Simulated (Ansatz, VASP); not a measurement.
**B5P5H2 (armchair BP ribbon N=10 H edges) in two plane-wave programs**

Wanted: the spread between two codes on one cell, functional and k mesh. The structure shown is the start of the Ansatz relaxation below; VASP solves that cell, so the two are compared at the walk's first step.

Main program and level: Ansatz 0.2.0; plane waves, with VASP 6.6.1 beside it; single point at PBE.

**1. Set-up**

The cell holds 24 atoms: 10 B, 10 P and 4 H. Its edges and angles: a = 23.887 Å, b = 7.000 Å, c = 5.580 Å, α = 90.0°, β = 90.0°, γ = 90.0°. Vacuum lies along a and b. The structure's axis is c.

**2. Ansatz: relaxation, PBE**

Ansatz runs on its default PAW (the set named soft_2) files.

The two programs are compared at the cell with which this relaxation starts, whose forces are those of its first step.

File input.yaml:

```yaml
crystal:
  lattice:
    - [23.887, 0.0, 0.0]
    - [0.0, 7.0, 0.0]
    - [0.0, 0.0, 5.58]
  atoms:
    - { symbol: B, position: [0.196555242, 0.5, 0.0] }
    - { symbol: B, position: [0.331424187, 0.5, 0.0] }
    - { symbol: B, position: [0.466293133, 0.5, 0.0] }
    - { symbol: B, position: [0.601162078, 0.5, 0.0] }
    - { symbol: B, position: [0.736031024, 0.5, 0.0] }
    - { symbol: P, position: [0.196555242, 0.5, 0.333333333] }
    - { symbol: P, position: [0.331424187, 0.5, 0.333333333] }
    - { symbol: P, position: [0.466293133, 0.5, 0.333333333] }
    - { symbol: P, position: [0.601162078, 0.5, 0.333333333] }
    - { symbol: P, position: [0.736031024, 0.5, 0.333333333] }
    - { symbol: H, position: [0.845158853, 0.5, 0.396953405] }
    - { symbol: H, position: [0.146523213, 0.5, 0.456989247] }
    - { symbol: B, position: [0.263989714, 0.5, 0.5] }
    - { symbol: B, position: [0.39885866, 0.5, 0.5] }
    - { symbol: B, position: [0.533727605, 0.5, 0.5] }
    - { symbol: B, position: [0.668596551, 0.5, 0.5] }
    - { symbol: B, position: [0.803465497, 0.5, 0.5] }
    - { symbol: P, position: [0.263989714, 0.5, 0.833333333] }
    - { symbol: P, position: [0.39885866, 0.5, 0.833333333] }
    - { symbol: P, position: [0.533727605, 0.5, 0.833333333] }
    - { symbol: P, position: [0.668596551, 0.5, 0.833333333] }
    - { symbol: P, position: [0.803465497, 0.5, 0.833333333] }
    - { symbol: H, position: [0.154861885, 0.5, 0.896953405] }
    - { symbol: H, position: [0.853497525, 0.5, 0.956989247] }
kpoints:
  mp_grid: { grid: [1, 1, 15] }
scf:
  occupations: { method: fermi_dirac, width: 0.05 }
hamiltonian:
  xc: pbe
relax:
  cell: { fix: [a, b, alpha, beta, gamma] }
  max_steps: 45
  f_tol: 0.03
```

On the command line:

```
ansatz run input.yaml --threads 4 --pin off --max-ram 16384MiB --backend cpu --events-out ev --progress --plain --runs-dir out
```

Numbers of over 12 decimals in the logs are rounded to 6 here.

What it wrote:

```text
Engine: ansatz 0.2.0, aarch64-unknown-linux-gnu
Pseudopotentials: kind: paw
Pseudopotential: B, paw, valence charge 3, recommended cutoff 420 eV (normal), B.paw.azcp
Pseudopotential: P, paw, valence charge 5, recommended cutoff 420 eV (normal), P.paw.azcp
Pseudopotential: H, paw, valence charge 1, recommended cutoff 420 eV (normal), H.paw.azcp
Functional definition: PBE
  parameter kappa = 0.804
  parameter beta = 0.066725
  exchange = pbe_x(kappa = kappa, mu = beta*pi^2/3)
  correlation = pbe_c(beta = beta)
Crystal: 24 atoms, lattice volume = 933.026 Å³
Basis set: ecut = 420 eV, 18223 PW (Γ), exchange–correlation on 320×96×80 points (8 copies of the dense FFT grid, shifted against one another)
Bands: 66, of which v1, the nominal top of the filled ones, is band 42 counted from 1 (41 counted from 0)
Symmetry: 4 space group operations
Space group: Pmc21 (ITA 26), of the structure as read, at distance tolerance 9.8e-5 Å
k-points: 8 of 15 (time reversal used)
Non-local potential: B, projectors of the file, l = 0: 2, l = 1: 2, l = 2: 1
Non-local potential: P, projectors of the file, l = 0: 2, l = 1: 2, l = 2: 2
Non-local potential: H, projectors of the file, l = 0: 2, l = 1: 1
PAW form: soft (Blöchl's): semilocal exchange-correlation on the pseudo side does not see the compensation charge
PAW one-centre angular grid: B, 110 points (default); XC on 64 Gauss nodes
PAW one-centre angular grid: P, 110 points (default); XC on 64 Gauss nodes
PAW one-centre angular grid: H, 110 points (default); XC on 64 Gauss nodes
Initial density: superposition of atomic densities (neutral atoms: chi_scale 0, normalization atom), corrected by the library's trained network
Initial wavefunctions: pseudopotential atomic-orbital guess
Functional: x = pbe(κ = 0.804, μ = 0.219515), c = pbe(β = 0.066725)
SCF iter   1: F=—  HF=-9179.174588 eV  |F-HF|=—  |Δ(HF+E_count)|=         —  Δρ=1.64e-3  dr2=5.92e-2  ethr=1.77e-3  ⟨swp⟩=10.9  Hψ=3513  notcnv=0  defer=65
preconditioner: auto → Resta (q_TF=auto, 1.827 Å⁻¹)  ε∞=2.3  [insulator: Δε(μ)=1.199 eV  Ē_g=9.727 eV  σ=0.050 eV  W_gap=1.00  n_scr=102 (ndim 8)  ℏωp=11.1 eV  f_vac=0.525  D(μ)=0.00/eV (n_scr^D=0)  ε∞_Penn≈2.3  vacuum switching on, ρ_ref=6.9e-3 e/Å³]
SCF iter   2: F=—  HF=-9179.189665 eV  |F-HF|=—  |Δ(HF+E_count)|=   1.51e-2  Δρ=7.42e-4  dr2=1.62e-2  ethr=7.05e-5  ⟨swp⟩=2.8  Hψ=886  notcnv=0  defer=120
SCF iter   3: F=—  HF=-9179.193811 eV  |F-HF|=—  |Δ(HF+E_count)|=   4.15e-3  Δρ=4.46e-4  dr2=1.22e-2  ethr=1.92e-5  ⟨swp⟩=2.0  Hψ=636  notcnv=0  defer=120
SCF iter   4: F=—  HF=-9179.194351 eV  |F-HF|=—  |Δ(HF+E_count)|=   5.41e-4  Δρ=1.73e-4  dr2=1.60e-3  ethr=1.45e-5  ⟨swp⟩=2.4  Hψ=602  notcnv=0  defer=120
SCF iter   5: F=—  HF=-9179.194527 eV  |F-HF|=—  |Δ(HF+E_count)|=   1.75e-4  Δρ=7.72e-5  dr2=1.04e-4  ethr=1.90e-6  ⟨swp⟩=2.5  Hψ=664  notcnv=0  defer=120
SCF iter   6: F=—  HF=-9179.194511 eV  |F-HF|=—  |Δ(HF+E_count)|=   1.58e-5  Δρ=3.48e-5  dr2=1.56e-5  ethr=1.24e-7  ⟨swp⟩=2.6  Hψ=793  notcnv=0  defer=120
SCF iter   7: F=—  HF=-9179.194499 eV  |F-HF|=—  |Δ(HF+E_count)|=   1.15e-5  Δρ=9.10e-6  dr2=1.23e-6  ethr=1.86e-8  ⟨swp⟩=2.0  Hψ=845  notcnv=0  defer=125
SCF iter   8: F=-9179.194502 eV  HF=-9179.194502 eV  |F-HF|=2.27e-7  |Δ(HF+E_count)|=   2.96e-6  Δρ=3.36e-6  dr2=9.53e-8  ethr=1.19e-10  ⟨swp⟩=4.0  Hψ=2224  notcnv=0
SCF 1 converged in 8 iterations: F = -9179.194502 eV  dr2 = 9.53e-8
  greatest PAW one-centre occupation: 0.775 electrons in one spin orbital (limit 2), on the P atom at site 19 (counted from 0), in its partial waves of l = 0
relax step   1: F+E_penalty+E_count = -9179.19450243 eV  Δ(F+E_penalty+E_count) = +0.000e0 eV  max|allowed force component| = 1.368e0 eV/Å  Δτ_max = 0.0000 Å  P = -0.075 GPa  Ω = 933.026 Å³  fix = [a, b, alpha, beta, gamma]  reactions: a -0.133, b +0.356 GPa  (8 SCF iters, dr2 threshold 1.00e-7 eV, accepted)
[...]
relax step   3: F+E_penalty+E_count = -9179.38004223 eV  Δ(F+E_penalty+E_count) = -2.352e-2 eV  max|allowed force component| = 3.658e-2 eV/Å  Δτ_max = 0.0243 Å  P = +0.115 GPa  Ω = 932.599 Å³  energy of the carried Pulay correction = +1.056e-4 eV  fix = [a, b, alpha, beta, gamma]  reactions: a -0.009, b +0.350 GPa  (6 SCF iters, dr2 threshold 2.40e-6 eV, accepted)
[...]
relax step   4: F+E_penalty+E_count = -9179.38020004 eV  Δ(F+E_penalty+E_count) = -1.578e-4 eV  max|allowed force component| = 3.861e-3 eV/Å  Δτ_max = 0.0022 Å  P = +0.118 GPa  Ω = 932.701 Å³  energy of the carried Pulay correction = +8.052e-5 eV  fix = [a, b, alpha, beta, gamma]  reactions: a +0.003, b +0.350 GPa  (6 SCF iters, dr2 threshold 8.36e-8 eV, accepted)
[...]
relax step   5: F+E_penalty+E_count = -9179.38008279 eV  Δ(F+E_penalty+E_count) = +1.173e-4 eV  max|allowed force component| = 3.844e-3 eV/Å  Δτ_max = 0.0000 Å  P = +0.117 GPa  Ω = 932.701 Å³  fix = [a, b, alpha, beta, gamma]  reactions: a +0.003, b +0.346 GPa  stress off target by 1.47e-3 GPa on what of the cell is left free  SCF on the basis re-selected at this cell (its energy is not comparable with the rows above)  (5 SCF iters)
basis re-selected at this cell: Δ(F+E_penalty+E_count) = +1.173e-4 eV, ΔP = -0.001 GPa vs the last step (what re-selecting the basis moved, of the pressure what is left beyond the Pulay correction that the steps carried, after the strain that the cell walked since its last selection, with what the two solves' SCF thresholds leave and, on support functions, any second-order correction that the steps lacked; it is no m [...]
SCF converged after 5 iterations
Free energy (F): -9179.380083 eV
Harris-Foulkes:  -9179.380083 eV  (|F-HF|=1.36e-10)
Internal energy: -9179.380080 eV  (E = F + TS)
E sigma→0 (E₀):  -9179.380081 eV
Entropy (-TS):   -0.000003 eV (-0.000 meV/atom)
Fermi energy:    -0.838180 eV
--- Per-component energies (eV) ---
  E_band       = -610.642587
  E_kinetic    = 1237.411317
  E_local      = -10401.688620  (includes V_loc(G=0)·N_el)
  E_nonlocal   = 466.459297
  E_hartree    = 4608.291730
  E_xc         = -964.607476
  E_vxc        = -1023.419308  (∫ρ·V_xc dr)
  E_paw        = -6483.154890  (= ΣΔE_a)
  E_vpaw       = -105.983926  (= ΣTr[D̂ρ^β])
  E_aug_tail   = -0.005032  (compensation charges beyond the density's cutoff)
  E_ewald      = 2357.913594
  E_smearing   = -0.000003  (= −TS)
  E_closure    = 0.000000  (closes the sum)
  Σ components = -9179.380083   (vs F -9179.380083, Δ=0.00e0)
--- Forces (eV/Å), atoms counted from 1 ---
  atom   1  B      0.00260169     0.00000000    -0.00154821
  atom   2  B     -0.00384424    -0.00000000     0.00026688
  atom   3  B     -0.00171305    -0.00000000    -0.00118177
  atom   4  B     -0.00174155    -0.00000000    -0.00069233
  atom   5  B     -0.00172545    -0.00000000    -0.00094232
  atom   6  P     -0.00373256    -0.00000000     0.00197268
  atom   7  P      0.00105942     0.00000000     0.00066617
  atom   8  P      0.00024147     0.00000000    -0.00090680
  atom   9  P      0.00088966     0.00000000     0.00096539
  atom  10  P     -0.00011781    -0.00000000     0.00084851
  atom  11  H      0.00209241     0.00000000     0.00074382
  atom  12  H      0.00194509     0.00000000    -0.00019191
  atom  13  B      0.00172545     0.00000000    -0.00094232
  atom  14  B      0.00174155     0.00000000    -0.00069233
  atom  15  B      0.00171305     0.00000000    -0.00118177
  atom  16  B      0.00384424     0.00000000     0.00026688
  atom  17  B     -0.00260169    -0.00000000    -0.00154821
  atom  18  P      0.00011781     0.00000000     0.00084851
  atom  19  P     -0.00088966    -0.00000000     0.00096539
  atom  20  P     -0.00024147    -0.00000000    -0.00090680
  atom  21  P     -0.00105942    -0.00000000     0.00066617
  atom  22  P      0.00373256     0.00000000     0.00197268
  atom  23  H     -0.00209241    -0.00000000     0.00074382
  atom  24  H     -0.00194509    -0.00000000    -0.00019191
  max |Σ_I F_I| component: 2.29e-7 eV/Å
--- Stress (GPa, compression-positive) ---
        0.003251       0.000000       0.000000
        0.000000       0.345975       0.000000
        0.000000       0.000000       0.001474
  P = ⅓ Tr σ = 0.1169 GPa (1.169 kbar)
--- Relaxed structure (4 steps of the walk, 4 accepted, 1 SCFs on fresh bases) ---
  F+E_penalty+E_count = -9179.38008279 eV   max|allowed force component| = 3.844e-3 eV/Å   (the final SCF, on the basis selected at the relaxed cell)
  cell:  # Å, volume = 932.7006 Å³
    - [23.887, 0, 0]
    - [0, 7.0, 0]
    - [0, 0, 5.578053]
  atoms:
    - { symbol: B, position: [0.197084, 0.5, -0.0006398] }
    - { symbol: B, position: [0.331778, 0.5, 0.00121594] }
    - { symbol: B, position: [0.466371, 0.5, 0.00180886] }
    - { symbol: B, position: [0.600753, 0.5, 0.00218619] }
    - { symbol: B, position: [0.735036, 0.5, 0.00236578] }
    - { symbol: P, position: [0.200106, 0.5, 0.324168] }
    - { symbol: P, position: [0.332011, 0.5, 0.334476] }
    - { symbol: P, position: [0.466459, 0.5, 0.335073] }
    - { symbol: P, position: [0.600842, 0.5, 0.334823] }
    - { symbol: P, position: [0.735582, 0.5, 0.336123] }
    - { symbol: H, position: [0.846846, 0.5, 0.396637] }
    - { symbol: H, position: [0.149241, 0.5, 0.452372] }
    - { symbol: B, position: [0.264985, 0.5, 0.502366] }
    - { symbol: B, position: [0.399267, 0.5, 0.502186] }
    - { symbol: B, position: [0.533649, 0.5, 0.501809] }
    - { symbol: B, position: [0.668243, 0.5, 0.501216] }
    - { symbol: B, position: [0.802937, 0.5, 0.499360] }
    - { symbol: P, position: [0.264438, 0.5, 0.836123] }
    - { symbol: P, position: [0.399179, 0.5, 0.834823] }
    - { symbol: P, position: [0.533562, 0.5, 0.835073] }
    - { symbol: P, position: [0.668009, 0.5, 0.834476] }
    - { symbol: P, position: [0.799914, 0.5, 0.824168] }
    - { symbol: H, position: [0.153175, 0.5, 0.896637] }
    - { symbol: H, position: [0.850780, 0.5, 0.952372] }
```

In the SCF lines HF is the Harris–Foulkes energy and dr2 the Hartree energy of the density residual, in eV; the loop may stop once dr2 is under the threshold and the program's other checks hold. Hψ counts applications of the Hamiltonian.

(Continued in part 2 of 2.)

[Lines on the potential files, build, host, timing and source positions are cut from VASP's logs without a mark.]

[Logs are printed without paths, hosts, clocks, repeated set-up lines and the standing remarks that a program may print on its own settings, such as how far it seeks lower states.]

[Hosts, paths, dates, database ids (printed as entryN), source tags and the programs' standing remarks are cut or masked in the printed files.]
